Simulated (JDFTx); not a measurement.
A run of JDFTx 1.7.0 (patched build):

Nb.in

```
lattice \
   -3.1444097851     3.1444097851     3.1444097851 \
    3.1444097851    -3.1444097851     3.1444097851 \
    3.1444097851     3.1444097851    -3.1444097851
coords-type Lattice
ion Nb     0.0000000000     0.0000000000     0.0000000000 1

ion-species pseudo/Nb.upf
elec-cutoff 41
elec-ex-corr gga-PBE
kpoint-folding 11 11 11
elec-smearing Fermi 0.0018374661
elec-n-bands 12
electronic-SCF nIterations 100 energyDiffThreshold 1e-09
electronic-minimize nIterations 30 energyDiffThreshold 1e-7
converge-empty-states yes
forces-output-coords Cartesian

dump-name run.$VAR
dump End Ecomponents EigStats BandEigs Kpoints Forces Stress
```

Potentials or basis: PseudoDojo-SR-PBE-0.5-standard with smoothed tails.

Command:

```bash
$ jdftx -c 1 -i Nb.in -o Nb.out
```

Hardware: 1 thread of AMD EPYC 7R43 64-Core Processor (Zen 3), on a shared host.

**Question.** Estimate the wall time of this run.

**Answer.** Run time: 24 s on 1 thread of AMD EPYC 7R43 64-Core Processor (Zen 3) (shared host), peak memory 0.07 GiB. Counts: scf iterations 9, bands 12, k points 56, plane waves 1558.
